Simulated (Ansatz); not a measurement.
Crystal: In.

```
In
1.0
    -1.88253    1.88253    1.88253
     1.88253   -1.88253    1.88253
     1.88253    1.88253   -1.88253
In
1
Direct
  0.00000 0.00000 0.00000
```

This isn't the form of In at room conditions, which is tetragonal.

Program: Ansatz 0.2.0. Alike in all runs: task band structure; potentials or basis Ansatz PAW; cell as given; cutoff (eV) 420; smearing fermi-dirac 0.05 eV.

Q: Order these runs on this cell by their pressure, lowest first.
A. level revPBE; spin off; k mesh 10 × 10 × 10
B. level BLYP; spin off; k mesh 10 × 10 × 10
C. level PBEsol; spin off; k mesh 10 × 10 × 10
D. level LDA; spin SOC, no magnetisation; k mesh 7 × 7 × 7

A: D (-3.0 GPa), C (-1.3 GPa), A (2.7 GPa), B (5.6 GPa).

Caveats: the PAW data sets come from PBE, with cores solved anew for the run's functional, which leaves a small shift of forces and pressure.

Runs at the PBE level aren't shown here.
